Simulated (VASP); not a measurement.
# Ba in VASP: work function with PBE

Aim: the work function of Ba with PBE.

All numbers are computed with VASP 6.6.1; they aren't measurements. Logs are shortened: lines on timing, memory, paths and dates and some standing lists are left out, and cuts for length are marked.

## (1) The cell of the first run

The cell holds a slab with vacuum, 6 atoms: a = 4.330 Å, b = 7.071 Å, c = 25.206 Å, α = 90.00°, β = 90.00°, γ = 90.00°.

The slab is cut from a database's or a generator's crystal, which needn't be the stable form of the element.

## (2) Work function, PBE (the (2 1 1) slab of Ba, cut from the database cell, not relaxed)

Input file INCAR:

```
SYSTEM = Ba
PREC     = Accurate       ! precision mode
ENCUT    = 520            ! plane-wave cutoff, eV
EDIFF    = 1E-7           ! SCF threshold, eV
ISMEAR   = 0              ! smearing method
SIGMA    = 0.05           ! smearing width, eV
LREAL    = .FALSE.        ! projectors in reciprocal space
LASPH    = .TRUE.         ! aspherical terms in the spheres
NELM     = 80             ! most SCF steps
ALGO     = Normal         ! electronic algorithm
ISIF     = 2              ! what is computed and relaxed
LWAVE    = .FALSE.        ! write WAVECAR
LCHARG   = .TRUE.         ! write CHGCAR
LDIPOL   = .TRUE.       
IDIPOL   = 3            
DIPOL    = 0.5 0.5 0.500
GGA      = PE             ! functional
LELF     = .TRUE.         ! ELF
LVHAR    = .TRUE.       
LVACPOTAV= .TRUE.
```

Input file KPOINTS:

```
Automatic mesh
0
G
  6 4 1
  0 0 0
```

Input file POSCAR:

```
Ba
1.0
    4.3301270189      0.0000000000      0.0000000000
    0.0000000000      7.0710678119      0.0000000000
    0.0000000000      0.0000000000     25.2062072616
Ba
6
Direct
    0.3333333333      0.5000000000      0.2975457562
    0.6666666667      0.0000000000      0.3785274537
    0.0000000000      0.5000000000      0.4595091512
    0.3333333333      0.0000000000      0.5404908488
    0.6666666667      0.5000000000      0.6214725463
    0.0000000000      0.0000000000      0.7024542438
```

Potentials or basis: VASP PAW PBE potentials, release 64 (Ba_sv).

Launch:

```sh
cat potpaw_PBE.64/Ba_sv/POTCAR > POTCAR
mpirun -np 1 vasp_std > vasp.out
```

OUTCAR:

```text
SYSTEM = Ba
   PREC = Accurate
   ENCUT = 520
   EDIFF = 1E-7
   ISMEAR = 0
   LREAL = .FALSE.
   LASPH = .TRUE.
   NELM = 80
   ISIF = 2
   GGA = PE

 ion  position               nearest neighbor table
   1  0.333  0.500  0.298-   3 4.33   2 4.33   2 4.33
   2  0.667  0.000  0.379-   3 4.33   3 4.33   1 4.33   1 4.33   4 4.33
   3  0.000  0.500  0.460-   1 4.33   2 4.33   2 4.33   4 4.33   4 4.33   5 4.33
   4  0.333  0.000  0.540-   6 4.33   5 4.33   5 4.33   3 4.33   3 4.33   2 4.33
   5  0.667  0.500  0.621-   6 4.33   6 4.33   4 4.33   4 4.33   3 4.33
   6  0.000  0.000  0.702-   4 4.33   5 4.33   5 4.33

  LATTYP: Found a simple orthorhombic cell.
 ALAT       =     4.3301270189
 B/A-ratio  =     1.6329931619
 C/A-ratio  =     5.8211242191

  Lattice vectors:

 A1 = (   4.3301270189,   0.0000000000,   0.0000000000)
 A2 = (   0.0000000000,   7.0710678119,   0.0000000000)
 A3 = (   0.0000000000,   0.0000000000,  25.2062072616)

Analysis of symmetry for initial positions (statically):
=====================================================================
 Subroutine PRICEL returns:
 Original cell was already a primitive cell.

 Routine SETGRP: Setting up the symmetry group for a
 simple orthorhombic supercell.

 Subroutine GETGRP returns: Found  4 space group operations
 (whereof  2 operations were pure point group operations)
 out of a pool of  8 trial point group operations.

The static configuration has the point symmetry C_1h.
 The point group associated with its full space group is C_2h.

Analysis of symmetry for dynamics (positions and initial velocities):
=====================================================================
 Subroutine PRICEL returns:
 Original cell was already a primitive cell.

 Routine SETGRP: Setting up the symmetry group for a
 simple orthorhombic supercell.

 Subroutine GETGRP returns: Found  4 space group operations
 (whereof  2 operations were pure point group operations)
 out of a pool of  8 trial point group operations.

The dynamic configuration has the point symmetry C_1h.
 The point group associated with its full space group is C_2h.

 Subroutine INISYM returns: Found  4 space group operations
 (whereof  2 operations are pure point group operations),
 and found     1 'primitive' translations

----------------------------------------------------------------------------------------

                                     Primitive cell

  volume of cell :     771.7793

  direct lattice vectors                    reciprocal lattice vectors
     4.330127019  0.000000000  0.000000000     0.230940108  0.000000000  0.000000000
     0.000000000  7.071067812  0.000000000     0.000000000  0.141421356  0.000000000
     0.000000000  0.000000000 25.206207262     0.000000000  0.000000000  0.039672767

  length of vectors
     4.330127019  7.071067812 25.206207262     0.230940108  0.141421356  0.039672767

  position of ions in fractional coordinates (direct lattice)
     0.333333333  0.500000000  0.297545756
     0.666666667  0.000000000  0.378527454
     0.000000000  0.500000000  0.459509151
     0.333333333  0.000000000  0.540490849
     0.666666667  0.500000000  0.621472546
     0.000000000  0.000000000  0.702454244

  ion indices of the primitive-cell ions
   primitive index   ion index
                 1           1
                 2           2
                 3           3
                 4           4
                 5           5
                 6           6

----------------------------------------------------------------------------------------

 KPOINTS: Automatic mesh

Automatic generation of k-mesh.
 Grid dimensions read from file:
 generate k-points for:    6    4    1

 Generating k-lattice:

  Cartesian coordinates                     Fractional coordinates (reciprocal lattice)
     0.038490018  0.000000000  0.000000000     0.166666667  0.000000000  0.000000000
     0.000000000  0.035355339  0.000000000     0.000000000  0.250000000  0.000000000
     0.000000000  0.000000000  0.039672767     0.000000000  0.000000000  1.000000000

  Length of vectors
     0.038490018  0.035355339  0.039672767

  Shift w.r.t. Gamma in fractional coordinates (k-lattice)
     0.000000000  0.000000000  0.000000000

 Subroutine IBZKPT returns following result:
 ===========================================

 Found     12 irreducible k-points:

 Following reciprocal coordinates:
            Coordinates               Weight
  0.000000  0.000000  0.000000      1.000000
  0.166667  0.000000  0.000000      2.000000
  0.333333  0.000000  0.000000      2.000000
  0.500000  0.000000  0.000000      1.000000
  0.000000  0.250000  0.000000      2.000000
  0.166667  0.250000  0.000000      4.000000
  0.333333  0.250000  0.000000      4.000000
  0.500000  0.250000  0.000000      2.000000
  0.000000  0.500000  0.000000      1.000000
  0.166667  0.500000  0.000000      2.000000
  0.333333  0.500000  0.000000      2.000000
  0.500000  0.500000  0.000000      1.000000
   k-points           NKPTS =     12   k-points in BZ     NKDIM =     12   number of bands    NBANDS=     36
   number of dos      NEDOS =    301   number of ions     NIONS =      6
   total plane-waves  NPLWV = 331776
   dimension x,y,z NGX =    32 NGY =   54 NGZ =  192
   dimension x,y,z NGXF=    64 NGYF=  108 NGZF=  384
   ions per type =               6
   NGX,Y,Z   is equivalent  to a cutoff of  12.29, 12.70, 12.66 a.u.
   NGXF,Y,Z  is equivalent  to a cutoff of  24.57, 25.39, 25.33 a.u.
 SYSTEM =  Ba
   PREC   = accura    normal or accurate (medium, high low for compatibility)
   ISTART =      0    job   : 0-new  1-cont  2-samecut
   ICHARG =      2    charge: 1-file 2-atom 10-const
   ISPIN  =      1    spin polarized calculation?
   LNONCOLLINEAR =      F non collinear calculations
   LSORBIT =      F    spin-orbit coupling
   LASPH  =      T    aspherical Exc in radial PAW
   ENCUT  =  520.0 eV  38.22 Ry    6.18 a.u.   8.05 13.15 46.87*2*pi/ulx,y,z
   NELM   =     80;   NELMIN=  2; NELMDL= -5     # of ELM steps
   EDIFF  = 0.1E-06   stopping-criterion for ELM
   LREAL  =      F    real-space projection
   EDIFFG = 0.1E-05   stopping-criterion for IOM
   NSW    =      0    number of steps for IOM
   IBRION =     -1    ionic relax: 0-MD 1-quasi-New 2-CG
   NFREE  =      0    steps in history (QN), initial steepest desc. (CG)
   ISIF   =      2    stress and relaxation
   ISYM   =      2    0-nonsym 1-usesym 2-fastsym
   POTIM  = 0.5000    time-step for ionic-motion
   TEBEG  =    0.0;   TEEND  =   0.0 temperature during run
   PSTRESS=    0.0 pullay stress
   NELECT =      60.0000    total number of electrons
   NUPDOWN=      -1.0000    fix difference up-down
   EMIN   =  10.00;   EMAX   =-10.00  energy-range for DOS
   EFERMI =   0.00;   METHOD = LEGACY
   ISMEAR =     0;   SIGMA  =   0.05  broadening in eV -4-tet -1-fermi 0-gaus
   EFERMI_NEDOS =   21; number of points for ismear=-14 and -15
   IALGO  =     38    algorithm
   IMIX   =      4    mixing-type and parameters
     AMIX     =   0.40;   BMIX     =  1.00
     AMIX_MAG =   1.60;   BMIX_MAG =  1.00
  volume/ion in A,a.u.               =     128.63       868.04
  Fermi-wavevector in a.u.,A,eV,Ry     =   0.698706  1.320362  6.642221  0.488189
  Thomas-Fermi vector in A             =   1.782383
   LORBIT       =      0    0 simple, 1 ext, 2 COOP (PROOUT), +10 PAW based schemes
   GGA     = PE    functional components
   LHFCALC =     F    Hartree Fock is set to
   AEXX    =    0.0000 exact exchange contribution
   IVDW    =     0    specifies the selected vdW correction
   LEPSILON=     F    determine dielectric tensor
   LRPA    =     F    only Hartree local field effects (RPA)
 non-spin polarized calculation
 Gauss-broadening in eV      SIGMA  =   0.05
  energy-cutoff  :      520.00
  volume of cell :      771.78
 maximum number of plane-waves:     20880
   NGX = 17   NGY = 27   NGZ = 93

 dipolmoment           0.000000      0.000000     -0.000000 electrons x Angstroem

 number of electron      60.0000002 magnetization

 dipolmoment           0.000000      0.000000      0.000000 electrons x Angstroem

 Free energy of the ion-electron system (eV)
  ---------------------------------------------------
  ext. energy  EPLUGINS =         0.00000000
  ---------------------------------------------------
  free energy    TOTEN  =        -9.96026423 eV

  energy without entropy =       -9.94943722  energy(sigma->0) =       -9.95485072

 E-fermi :  -0.2835     XC(G=0):  -4.3294

 val. band max:       -0.2996957848   @ k =   0.3333   0.5000   0.0000
 cond. band min:      -0.2372666656   @ k =   0.5000   0.2500   0.0000
 fundamental gap:      0.0624291192
 Fermi energy:        -0.2835044943

 k-point     1 :       0.0000    0.0000    0.0000
  band No.  band energies     occupation
      1     -29.8116      2.00000
      2     -29.8116      2.00000
      3     -29.2513      2.00000
      4     -29.2499      2.00000
      5     -29.0818      2.00000
      6     -29.0608      2.00000
[... 28 lines left out ...]
     35       0.3527      0.00000
     36       0.3535      0.00000

 k-point     2 :       0.1667    0.0000    0.0000
  band No.  band energies     occupation
      1     -29.8069      2.00000
      2     -29.8069      2.00000
      3     -29.2464      2.00000
      4     -29.2451      2.00000
      5     -29.0767      2.00000
      6     -29.0564      2.00000
[... 28 lines left out ...]
     35       0.3357      0.00000
     36       0.3725      0.00000

 k-point     3 :       0.3333    0.0000    0.0000
  band No.  band energies     occupation
      1     -29.7973      2.00000
      2     -29.7973      2.00000
      3     -29.2363      2.00000
      4     -29.2354      2.00000
      5     -29.0662      2.00000
      6     -29.0478      2.00000
[... 28 lines left out ...]
     35       0.2711      0.00000
     36       0.4159      0.00000

 k-point     4 :       0.5000    0.0000    0.0000
  band No.  band energies     occupation
      1     -29.7925      2.00000
      2     -29.7925      2.00000
      3     -29.2313      2.00000
      4     -29.2306      2.00000
      5     -29.0609      2.00000
      6     -29.0435      2.00000
[... 28 lines left out ...]
     35       0.1755      0.00000
     36       0.2193      0.00000

 k-point     5 :       0.0000    0.2500    0.0000
  band No.  band energies     occupation
      1     -29.8115      2.00000
      2     -29.8115      2.00000
      3     -29.2509      2.00000
      4     -29.2499      2.00000
      5     -29.0791      2.00000
      6     -29.0642      2.00000
[... 187 lines left out ...]
 k-point    10 :       0.1667    0.5000    0.0000
  band No.  band energies     occupation
      1     -29.8067      2.00000
      2     -29.8067      2.00000
      3     -29.2453      2.00000
      4     -29.2453      2.00000
      5     -29.0672      2.00000
      6     -29.0672      2.00000
[... 28 lines left out ...]
     35       0.4988      0.00000
     36       0.5001      0.00000

 k-point    11 :       0.3333    0.5000    0.0000
  band No.  band energies     occupation
      1     -29.7972      2.00000
      2     -29.7972      2.00000
      3     -29.2356      2.00000
      4     -29.2356      2.00000
      5     -29.0575      2.00000
      6     -29.0575      2.00000
[... 28 lines left out ...]
     35       0.3388      0.00000
     36       0.3388      0.00000

 k-point    12 :       0.5000    0.5000    0.0000
  band No.  band energies     occupation
      1     -29.7924      2.00000
      2     -29.7924      2.00000
      3     -29.2307      2.00000
      4     -29.2307      2.00000
      5     -29.0526      2.00000
      6     -29.0526      2.00000
[... 28 lines left out ...]
     35       0.4927      0.00000
     36       0.4927      0.00000

------------------------ aborting loop because EDIFF is reached ----------------------------------------

  FORCE on cell =-STRESS in cart. coord.  units (eV):
  Direction    XX          YY          ZZ          XY          YZ          ZX
  --------------------------------------------------------------------------------------
  -------------------------------------------------------------------------------------
  Total        0.3482913     -0.4326087     -0.2688955      0.0000000      0.0000000      0.3670391
  in kB        0.7230363     -0.8980752     -0.5582144      0.0000000      0.0000000      0.7619557
  external PRESSURE =      -0.2444178 kB  Pullay stress =       0.0000000 kB

 VOLUME and BASIS-vectors are now :
 -----------------------------------------------------------------------------
  energy-cutoff  :      520.00
  volume of cell :      771.78
      direct lattice vectors                 reciprocal lattice vectors
     4.330127019  0.000000000  0.000000000     0.230940108  0.000000000  0.000000000
     0.000000000  7.071067812  0.000000000     0.000000000  0.141421356  0.000000000
     0.000000000  0.000000000 25.206207262     0.000000000  0.000000000  0.039672767

 POSITION                                       TOTAL-FORCE (eV/Angst)
 -----------------------------------------------------------------------------------
      1.44338      3.53553      7.50000        -0.112295      0.000000      0.027773
      2.88675      0.00000      9.54124         0.130949      0.000000      0.024656
      0.00000      3.53553     11.58248        -0.011208      0.000000     -0.083490
      1.44338      0.00000     13.62372         0.011208      0.000000      0.083490
      2.88675      3.53553     15.66497        -0.130949      0.000000     -0.024656
      0.00000      0.00000     17.70621         0.112295      0.000000     -0.027773
 -----------------------------------------------------------------------------------
    total drift:                               -0.000001     -0.000000      0.000005

  FREE ENERGIE OF THE ION-ELECTRON SYSTEM (eV)
  ---------------------------------------------------
  free  energy   TOTEN  =        -9.9602642272 eV

  energy  without entropy=       -9.9494372180  energy(sigma->0) =       -9.95485072

 vacuum level on the upper side and lower side of the slab         2.044         2.044
```

Run time: 18 min. Hardware: 1 thread of Intel Xeon Platinum 8488C (Sapphire Rapids), shared host; peak memory 0.77 GiB.

What came out:

```
Free energy                     : -9.9603 eV
Largest force                   : 0.133 eV/Å
Band gap on the k mesh          : none (metal or under the smearing width)
Work function of the upper face : 2.33 eV
Work function of the lower face : 2.33 eV
```

Forces in eV/Å, atoms in the order of the input:
```
Ba  -0.112  0.000  0.028
Ba   0.131  0.000  0.025
Ba  -0.011  0.000 -0.083
Ba   0.011  0.000  0.083
Ba  -0.131  0.000 -0.025
Ba   0.112  0.000 -0.028
```

Levels at points of the mesh, in eV from the Fermi level:
| k point | band 27 | band 28 | band 29 | band 30 | band 31 | band 32 | band 33 | band 34 |
| --- | --- | --- | --- | --- | --- | --- | --- | --- |
| (0.00, 0.00, 0.00) | -1.22 | -0.70 | -0.44 | -0.20 | 0.27 | 0.42 | 0.52 | 0.56 |
| (0.50, 0.00, 0.00) | -0.43 | -0.36 | -0.32 | -0.12 | -0.09 | -0.05 | 0.33 | 0.45 |
| (0.00, 0.50, 0.00) | -1.22 | -1.22 | -0.94 | -0.94 | 0.20 | 0.20 | 0.66 | 0.66 |
| (0.50, 0.50, 0.00) | -0.29 | -0.29 | -0.09 | -0.09 | 0.10 | 0.10 | 0.42 | 0.42 |
